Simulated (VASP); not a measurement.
# PbF2 (Fluorocronite) (Fm-3m) in VASP: further runs, part 2 of 2

VASP 6.6.1. The steps go on from the part before.

### 5 Relaxation of cell and atoms, PBE

This run uses another cell than the first one, of 17.95 Å³/atom, 1.034 times its volume.

INCAR reads:

```
SYSTEM = PbF2
PREC = Accurate
ENCUT = 600
EDIFF = 1E-7
ISMEAR = 0
SIGMA = 0.03
LREAL = .FALSE.
LASPH = .TRUE.
NELM = 80
ALGO = Normal
ISIF = 3
LWAVE = .FALSE.
LCHARG = .FALSE.
GGA = PE
IBRION = 2
NSW = 90
EDIFFG = -0.005
```

KPOINTS reads:

```
regular mesh
0
G
  8 8 8
  0 0 0
```

POSCAR reads:

```
PbF2                                    
1.0
    0.0000000000      2.9970742137      2.9970742137
    2.9970742137      0.0000000000      2.9970742137
    2.9970742137      2.9970742137      0.0000000000
  Pb              F             
     1     2
Direct
     0.0000000000000000    0.0000000000000000    0.0000000000000000
     0.2500000000000000    0.2500000000000000    0.2500000000000000
     0.7500000000000000    0.7500000000000000    0.7500000000000000
```

Potentials or basis: VASP PAW PBE potentials, release 64 (Pb_d, F).

On the command line:

```console
cat potpaw_PBE.64/Pb_d/POTCAR potpaw_PBE.64/F/POTCAR > POTCAR
mpirun -np 1 vasp_std > vasp.out
```

OUTCAR:

```text
SYSTEM = PbF2
   PREC = Accurate
   ENCUT = 600
   EDIFF = 1E-7
   ISMEAR = 0
   LREAL = .FALSE.
   LASPH = .TRUE.
   NELM = 80
   ISIF = 3
   GGA = PE
   IBRION = 2
   NSW = 90
   EDIFFG = -0.005

 ion  position               nearest neighbor table
   1  0.000  0.000  0.000-   3 2.60   3 2.60   3 2.60   2 2.60   3 2.60   2 2.60   2 2.60   2 2.60

   2  0.250  0.250  0.250-   1 2.60   1 2.60   1 2.60   1 2.60
   3  0.750  0.750  0.750-   1 2.60   1 2.60   1 2.60   1 2.60

  LATTYP: Found a face centered cubic cell.
 ALAT       =     5.9941484274

  Lattice vectors:

 A1 = (   0.0000000000,   2.9970742137,   2.9970742137)
 A2 = (   2.9970742137,   0.0000000000,   2.9970742137)
 A3 = (   2.9970742137,   2.9970742137,   0.0000000000)

Analysis of symmetry for initial positions (statically):
=====================================================================
 Subroutine PRICEL returns:
 Original cell was already a primitive cell.

 Routine SETGRP: Setting up the symmetry group for a
 face centered cubic supercell.

 Subroutine GETGRP returns: Found 48 space group operations
 (whereof 48 operations were pure point group operations)
 out of a pool of 48 trial point group operations.

The static configuration has the point symmetry O_h .

Analysis of symmetry for dynamics (positions and initial velocities):
=====================================================================
 Subroutine PRICEL returns:
 Original cell was already a primitive cell.

 Routine SETGRP: Setting up the symmetry group for a
 face centered cubic supercell.

 Subroutine GETGRP returns: Found 48 space group operations
 (whereof 48 operations were pure point group operations)
 out of a pool of 48 trial point group operations.

The dynamic configuration has the point symmetry O_h .

 Subroutine INISYM returns: Found 48 space group operations
 (whereof 48 operations are pure point group operations),
 and found     1 'primitive' translations

----------------------------------------------------------------------------------------

                                     Primitive cell

  volume of cell :      53.8422

  direct lattice vectors                    reciprocal lattice vectors
     0.000000000  2.997074214  2.997074214    -0.166829369  0.166829369  0.166829369
     2.997074214  0.000000000  2.997074214     0.166829369 -0.166829369  0.166829369
     2.997074214  2.997074214  0.000000000     0.166829369  0.166829369 -0.166829369

  length of vectors
     4.238503000  4.238503000  4.238503000     0.288956943  0.288956943  0.288956943

  position of ions in fractional coordinates (direct lattice)
     0.000000000  0.000000000  0.000000000
     0.250000000  0.250000000  0.250000000
     0.750000000  0.750000000  0.750000000

  ion indices of the primitive-cell ions
   primitive index   ion index
                 1           1
                 2           2
                 3           3

----------------------------------------------------------------------------------------

 KPOINTS: regular mesh

Automatic generation of k-mesh.
 Grid dimensions read from file:
 generate k-points for:    8    8    8

 Generating k-lattice:

  Cartesian coordinates                     Fractional coordinates (reciprocal lattice)
    -0.020853671  0.020853671  0.020853671     0.125000000  0.000000000  0.000000000
     0.020853671 -0.020853671  0.020853671     0.000000000  0.125000000  0.000000000
     0.020853671  0.020853671 -0.020853671     0.000000000  0.000000000  0.125000000

  Length of vectors
     0.036119618  0.036119618  0.036119618

  Shift w.r.t. Gamma in fractional coordinates (k-lattice)
     0.000000000  0.000000000  0.000000000

 Subroutine IBZKPT returns following result:
 ===========================================

 Found     29 irreducible k-points:

 Following reciprocal coordinates:
            Coordinates               Weight
  0.000000  0.000000  0.000000      1.000000
  0.125000  0.000000  0.000000      8.000000
  0.250000  0.000000  0.000000      8.000000
  0.375000  0.000000  0.000000      8.000000
  0.500000  0.000000  0.000000      4.000000
  0.125000  0.125000  0.000000      6.000000
[... 16 lines left out ...]
  0.500000  0.250000  0.125000     48.000000
 -0.375000  0.250000  0.125000     24.000000
 [... further k-points ...]
   k-points           NKPTS =     29   k-points in BZ     NKDIM =     29   number of bands    NBANDS=     18
   number of dos      NEDOS =    301   number of ions     NIONS =      3
   total plane-waves  NPLWV =  46656
   dimension x,y,z NGX =    36 NGY =   36 NGZ =   36
   dimension x,y,z NGXF=    72 NGYF=   72 NGZF=   72
   ions per type =               1   2
   NGX,Y,Z   is equivalent  to a cutoff of  14.12, 14.12, 14.12 a.u.
   NGXF,Y,Z  is equivalent  to a cutoff of  28.24, 28.24, 28.24 a.u.
 SYSTEM =  PbF2
   PREC   = accura    normal or accurate (medium, high low for compatibility)
   ISTART =      0    job   : 0-new  1-cont  2-samecut
   ICHARG =      2    charge: 1-file 2-atom 10-const
   ISPIN  =      1    spin polarized calculation?
   LNONCOLLINEAR =      F non collinear calculations
   LSORBIT =      F    spin-orbit coupling
   LASPH  =      T    aspherical Exc in radial PAW
   ENCUT  =  600.0 eV  44.10 Ry    6.64 a.u.   8.47  8.47  8.47*2*pi/ulx,y,z
   NELM   =     80;   NELMIN=  2; NELMDL= -5     # of ELM steps
   EDIFF  = 0.1E-06   stopping-criterion for ELM
   LREAL  =      F    real-space projection
   EDIFFG = -.5E-02   stopping-criterion for IOM
   NSW    =     90    number of steps for IOM
   IBRION =      2    ionic relax: 0-MD 1-quasi-New 2-CG
   NFREE  =      1    steps in history (QN), initial steepest desc. (CG)
   ISIF   =      3    stress and relaxation
   ISYM   =      2    0-nonsym 1-usesym 2-fastsym
   POTIM  = 0.5000    time-step for ionic-motion
   TEBEG  =    0.0;   TEEND  =   0.0 temperature during run
   PSTRESS=    0.0 pullay stress
   NELECT =      28.0000    total number of electrons
   NUPDOWN=      -1.0000    fix difference up-down
   EMIN   =  10.00;   EMAX   =-10.00  energy-range for DOS
   EFERMI =   0.00;   METHOD = LEGACY
   ISMEAR =     0;   SIGMA  =   0.03  broadening in eV -4-tet -1-fermi 0-gaus
   EFERMI_NEDOS =   21; number of points for ismear=-14 and -15
   IALGO  =     38    algorithm
   IMIX   =      4    mixing-type and parameters
     AMIX     =   0.40;   BMIX     =  1.00
     AMIX_MAG =   1.60;   BMIX_MAG =  1.00
  volume/ion in A,a.u.               =      17.95       121.11
  Fermi-wavevector in a.u.,A,eV,Ry     =   1.316497  2.487819 23.581148  1.733165
  Thomas-Fermi vector in A             =   2.446605
   LORBIT       =      0    0 simple, 1 ext, 2 COOP (PROOUT), +10 PAW based schemes
   GGA     = PE    functional components
   LHFCALC =     F    Hartree Fock is set to
   AEXX    =    0.0000 exact exchange contribution
   IVDW    =     0    specifies the selected vdW correction
   LEPSILON=     F    determine dielectric tensor
   LRPA    =     F    only Hartree local field effects (RPA)
 conjugate gradient relaxation of ions
 non-spin polarized calculation
 Gauss-broadening in eV      SIGMA  =   0.03
  energy-cutoff  :      600.00
  volume of cell :       53.84
 maximum number of plane-waves:      1817
 NGX is ok and might be reduce to    36
   NGX = 17   NGY = 17   NGZ = 17

 number of electron      27.9999999 magnetization

 Free energy of the ion-electron system (eV)
  ---------------------------------------------------
  ext. energy  EPLUGINS =         0.00000000
  ---------------------------------------------------
  free energy    TOTEN  =       -14.35405959 eV

  energy without entropy =      -14.35405959  energy(sigma->0) =      -14.35405959

 E-fermi :   1.6551     XC(G=0):  -9.2395

 val. band max:        1.4815619578   @ k =  -0.2500   0.5000   0.2500
 cond. band min:       5.9014427689   @ k =   0.5000   0.5000   0.0000
 fundamental gap:      4.4198808111
 Fermi energy:         1.6550876673

 k-point     1 :       0.0000    0.0000    0.0000
  band No.  band energies     occupation
      1     -19.3475      2.00000
      2     -18.7854      2.00000
      3     -12.9210      2.00000
      4     -12.9210      2.00000
      5     -12.9210      2.00000
      6     -12.8779      2.00000
[... 481 lines left out ...]
      5     -12.8542      2.00000
      6     -12.8261      2.00000
[... 10 lines left out ...]
     17       9.1086      0.00000
     18      12.4324      0.00000

 [... further k-points ...]

------------------------ aborting loop because EDIFF is reached ----------------------------------------

  FORCE on cell =-STRESS in cart. coord.  units (eV):
  Direction    XX          YY          ZZ          XY          YZ          ZX
  --------------------------------------------------------------------------------------
  -------------------------------------------------------------------------------------
  Total       -0.0066596     -0.0066596     -0.0066596      0.0000000      0.0000000      0.0000000
  in kB       -0.1981690     -0.1981690     -0.1981690      0.0000000      0.0000000      0.0000000
  external PRESSURE =      -0.1981690 kB  Pullay stress =       0.0000000 kB

 VOLUME and BASIS-vectors are now :
 -----------------------------------------------------------------------------
  energy-cutoff  :      600.00
  volume of cell :       53.84
      direct lattice vectors                 reciprocal lattice vectors
     0.000000000  2.997074214  2.997074214    -0.166829369  0.166829369  0.166829369
     2.997074214  0.000000000  2.997074214     0.166829369 -0.166829369  0.166829369
     2.997074214  2.997074214  0.000000000     0.166829369  0.166829369 -0.166829369

 POSITION                                       TOTAL-FORCE (eV/Angst)
 -----------------------------------------------------------------------------------
      0.00000      0.00000      0.00000         0.000000     -0.000000      0.000000
      1.49854      1.49854      1.49854        -0.000000     -0.000000     -0.000000
      4.49561      4.49561      4.49561         0.000000      0.000000      0.000000
 -----------------------------------------------------------------------------------
    total drift:                                0.000000      0.000000      0.000000

  FREE ENERGIE OF THE ION-ELECTRON SYSTEM (eV)
  ---------------------------------------------------
  free  energy   TOTEN  =       -14.3540595856 eV

  energy  without entropy=      -14.3540595856  energy(sigma->0) =      -14.35405959

 reached required accuracy - stopping structural energy minimisation
```

OSZICAR:

```text
N       E                     dE             d eps       ncg     rms          rms(c)
DAV:   1     0.319395667175E+03    0.31940E+03   -0.16285E+04  1046   0.195E+03
DAV:   2     0.122208026804E+02   -0.30717E+03   -0.29629E+03  1200   0.477E+02
DAV:   3    -0.155384846888E+02   -0.27759E+02   -0.27508E+02  1222   0.158E+02
DAV:   4    -0.163295928216E+02   -0.79111E+00   -0.79014E+00  1152   0.283E+01
DAV:   5    -0.163567579024E+02   -0.27165E-01   -0.27164E-01  1258   0.515E+00    0.806E+00
DAV:   6    -0.143707210764E+02    0.19860E+01   -0.10667E+01  1340   0.271E+01    0.279E+00
DAV:   7    -0.143608993873E+02    0.98217E-02   -0.47720E-01  1050   0.477E+00    0.158E+00
DAV:   8    -0.143552020320E+02    0.56974E-02   -0.10648E-01  1052   0.399E+00    0.492E-01
DAV:   9    -0.143528881630E+02    0.23139E-02   -0.21080E-02  1182   0.110E+00    0.105E-01
DAV:  10    -0.143540756994E+02   -0.11875E-02   -0.18342E-03  1046   0.496E-01    0.326E-02
DAV:  11    -0.143540512130E+02    0.24486E-04   -0.14093E-04  1124   0.131E-01    0.147E-02
DAV:  12    -0.143540623295E+02   -0.11117E-04   -0.78971E-05  1172   0.948E-02    0.131E-02
DAV:  13    -0.143540596243E+02    0.27052E-05   -0.29727E-05  1304   0.577E-02    0.319E-03
DAV:  14    -0.143540595541E+02    0.70193E-07   -0.14780E-06  1086   0.932E-03    0.668E-04
DAV:  15    -0.143540595856E+02   -0.31515E-07   -0.27358E-08   616   0.155E-03
   1 F= -.14354060E+02 E0= -.14354060E+02  d E =-.143541E+02
```

CONTCAR:

```text
PbF2
   1.00000000000000
     0.0000000000000000    2.9970742136999999    2.9970742136999999
     2.9970742136999999    0.0000000000000000    2.9970742136999999
     2.9970742136999999    2.9970742136999999    0.0000000000000000
  Pb              F
     1     2
Direct
     0.0000000000000000    0.0000000000000000    0.0000000000000000
     0.2500000000000000    0.2500000000000000    0.2500000000000000
     0.7500000000000000    0.7500000000000000    0.7500000000000000

  0.00000000E+00  0.00000000E+00  0.00000000E+00
  0.00000000E+00  0.00000000E+00  0.00000000E+00
  0.00000000E+00  0.00000000E+00  0.00000000E+00
```

Wall time 45 s (1 thread of AMD EPYC 7R13 (Zen 3), shared host); peak memory 0.18 GiB.

What came out:

* Free energy: -14.3541 eV
* Pressure after relaxing: 0.0 GPa
* Band gap on the k mesh: 4.42 eV, indirect (least direct gap 4.56 eV)

Final structure:
```
Pb F
1.0
     0.00000    2.99707    2.99707
     2.99707    0.00000    2.99707
     2.99707    2.99707    0.00000
Pb F
1 2
Direct
  0.00000 0.00000 0.00000
  0.25000 0.25000 0.25000
  0.75000 0.75000 0.75000
```

Caveat: the relaxation stopped at its first step, so nothing moved; spin-orbit coupling is left out, which as a rule narrows the gap of such compounds by several tenths of an eV. A k mesh can miss the band edges.

### 6 Relaxation of cell and atoms, PBEsol

INCAR reads:

```
SYSTEM = PbF2
ALGO = Normal
EDIFF = 1E-6
EDIFFG = -0.01
ENCUT = 600
GGA = PS
IBRION = 2
ISIF = 3
ISMEAR = 0
LASPH = .TRUE.
LCHARG = .FALSE.
LREAL = .FALSE.
LWAVE = .FALSE.
NELM = 80
NSW = 90
PREC = Accurate
SIGMA = 0.03
```

KPOINTS reads:

```
k-points
0
G
  8 8 8
  0 0 0
```

POSCAR reads:

```
PbF2
1.0
    0.0000000000      2.9636600000      2.9636600000
    2.9636600000      0.0000000000      2.9636600000
    2.9636600000      2.9636600000      0.0000000000
Pb F
1 2
Direct
    0.0000000000      0.0000000000      0.0000000000
    0.2500000000      0.2500000000      0.2500000000
    0.7500000000      0.7500000000      0.7500000000
```

Potentials or basis: VASP PAW PBE potentials, release 64 (Pb_d, F).

On the command line:

```console
cat potpaw_PBE.64/Pb_d/POTCAR potpaw_PBE.64/F/POTCAR > POTCAR
mpirun -np 1 vasp_std > vasp.out
```

OUTCAR:

```text
SYSTEM = PbF2
   EDIFF = 1E-6
   EDIFFG = -0.01
   ENCUT = 600
   GGA = PS
   IBRION = 2
   ISIF = 3
   ISMEAR = 0
   LASPH = .TRUE.
   LREAL = .FALSE.
   NELM = 80
   NSW = 90
   PREC = Accurate

 ion  position               nearest neighbor table
   1  0.000  0.000  0.000-   3 2.57   3 2.57   3 2.57   2 2.57   2 2.57   2 2.57   3 2.57   2 2.57

   2  0.250  0.250  0.250-   1 2.57   1 2.57   1 2.57   1 2.57
   3  0.750  0.750  0.750-   1 2.57   1 2.57   1 2.57   1 2.57

  LATTYP: Found a face centered cubic cell.
 ALAT       =     5.9273200000

  Lattice vectors:

 A1 = (   0.0000000000,   2.9636600000,   2.9636600000)
 A2 = (   2.9636600000,   0.0000000000,   2.9636600000)
 A3 = (   2.9636600000,   2.9636600000,   0.0000000000)

Analysis of symmetry for initial positions (statically):
=====================================================================
 Subroutine PRICEL returns:
 Original cell was already a primitive cell.

 Routine SETGRP: Setting up the symmetry group for a
 face centered cubic supercell.

 Subroutine GETGRP returns: Found 48 space group operations
 (whereof 48 operations were pure point group operations)
 out of a pool of 48 trial point group operations.

The static configuration has the point symmetry O_h .
[... 173 lines left out ...]
  -------------------------------------------------------------------------------------
  Total       -0.4207625     -0.4207625     -0.4207625     -0.0000000     -0.0000000      0.0000000
  in kB      -12.9488872    -12.9488872    -12.9488872     -0.0000000     -0.0000000      0.0000000
  external PRESSURE =     -12.9488872 kB  Pullay stress =       0.0000000 kB
[... 61 lines left out ...]
--------------------------------------- Ionic step        3  -------------------------------------------

 number of electron      28.0000010 magnetization

 Free energy of the ion-electron system (eV)
  ---------------------------------------------------
  ext. energy  EPLUGINS =         0.00000000
  ---------------------------------------------------
  free energy    TOTEN  =       -14.94160026 eV

  energy without entropy =      -14.94160026  energy(sigma->0) =      -14.94160026

 E-fermi :   2.1327     XC(G=0):  -9.7509

 val. band max:        1.9554114996   @ k =  -0.2500   0.5000   0.2500
 cond. band min:       6.2558168775   @ k =   0.5000   0.5000   0.0000
 fundamental gap:      4.3004053779
 Fermi energy:         2.1326809561

 k-point     1 :       0.0000    0.0000    0.0000
  band No.  band energies     occupation
      1     -19.1690      2.00000
      2     -18.4966      2.00000
      3     -12.4316      2.00000
      4     -12.4316      2.00000
      5     -12.4316      2.00000
      6     -12.3594      2.00000
[... 481 lines left out ...]
      5     -12.3370      2.00000
      6     -12.3064      2.00000
[... 10 lines left out ...]
     17       9.6636      0.00000
     18      12.7580      0.00000

 [... further k-points ...]

------------------------ aborting loop because EDIFF is reached ----------------------------------------

  FORCE on cell =-STRESS in cart. coord.  units (eV):
  Direction    XX          YY          ZZ          XY          YZ          ZX
  --------------------------------------------------------------------------------------
  -------------------------------------------------------------------------------------
  Total       -0.0005431     -0.0005431     -0.0005431     -0.0000000     -0.0000000     -0.0000000
  in kB       -0.0170116     -0.0170116     -0.0170116     -0.0000000     -0.0000000     -0.0000000
  external PRESSURE =      -0.0170116 kB  Pullay stress =       0.0000000 kB
[... 18 lines left out ...]
  FREE ENERGIE OF THE ION-ELECTRON SYSTEM (eV)
  ---------------------------------------------------
  free  energy   TOTEN  =       -14.9416002573 eV

  energy  without entropy=      -14.9416002573  energy(sigma->0) =      -14.94160026

 reached required accuracy - stopping structural energy minimisation
```

OSZICAR:

```text
N       E                     dE             d eps       ncg     rms          rms(c)
DAV:   1     0.319128946104E+03    0.31913E+03   -0.16325E+04  1044   0.196E+03
DAV:   2     0.120212746520E+02   -0.30711E+03   -0.29709E+03  1196   0.483E+02
DAV:   3    -0.156180032908E+02   -0.27639E+02   -0.27316E+02  1188   0.158E+02
DAV:   4    -0.165411245143E+02   -0.92312E+00   -0.92188E+00  1134   0.298E+01
[... 24 lines left out ...]
DAV:   3    -0.149416301413E+02    0.18284E-03   -0.53735E-04  1326   0.393E-01    0.314E-02
DAV:   4    -0.149416022337E+02    0.27908E-04   -0.15981E-04  1206   0.196E-01    0.107E-02
DAV:   5    -0.149416018053E+02    0.42843E-06   -0.22712E-05  1112   0.630E-02    0.673E-03
DAV:   6    -0.149416002473E+02    0.15579E-05   -0.56921E-06  1126   0.338E-02    0.151E-03
DAV:   7    -0.149416002573E+02   -0.99440E-08   -0.43596E-07   572   0.707E-03
   3 F= -.14941600E+02 E0= -.14941600E+02  d E =-.376613E-02
```

CONTCAR:

```text
PbF2
   1.00000000000000
    -0.0000000000000000    2.9462119389417052    2.9462119389417052
     2.9462119389417052   -0.0000000000000000    2.9462119389417052
     2.9462119389417052    2.9462119389417052    0.0000000000000000
  Pb              F
     1     2
Direct
     0.0000000000000000    0.0000000000000000    0.0000000000000000
     0.2500000000000000    0.2500000000000000    0.2500000000000000
     0.7500000000000000    0.7500000000000000    0.7500000000000000

  0.00000000E+00  0.00000000E+00  0.00000000E+00
  0.00000000E+00  0.00000000E+00  0.00000000E+00
  0.00000000E+00  0.00000000E+00  0.00000000E+00
```

Wall time 65 s (1 thread of AMD EPYC 7R13 (Zen 3), shared host); peak memory 0.19 GiB.

Results:

```yaml
Free_energy: -14.9416 eV
Relaxed_volume: 17.05 Å³/atom
Relaxed_cell: a = 4.167 Å, b = 4.167 Å, c = 4.167 Å, α = 60.00°, β = 60.00°, γ = 60.00°
Space_group_after_relaxing_to_0.05_Å: Fm-3m (No. 225)
Energy_gained_by_relaxing: 1.3 meV/atom
Ionic_steps: 3
Pressure_after_relaxing: 0.0 GPa
Band_gap_on_the_k_mesh: 4.30 eV, indirect (least direct gap 4.45 eV)
```

Step by step:
| step | energy change (eV) | largest force (eV/Å) | pressure (GPa) | volume (Å³) |
| --- | --- | --- | --- | --- |
| 1 | 0.0000 | 0.0000 | -1.29 | 52.06 |
| 2 | -0.0037 | 0.0000 | 0.21 | 51.01 |
| 3 | -0.0038 | 0.0000 | 0.00 | 51.15 |

Final structure:
```xyz
3
Lattice="0.0000 2.9462 2.9462 2.9462 0.0000 2.9462 2.9462 2.9462 0.0000" Properties=species:S:1:pos:R:3 pbc="T T T"
Pb    0.0000    0.0000    0.0000
F     1.4731    1.4731    1.4731
F     4.4193    4.4193    4.4193
```

Caveat: the PAW data sets were made with another functional, which shifts forces and pressure a little; spin-orbit coupling is left out, which as a rule narrows the gap of such compounds by several tenths of an eV.
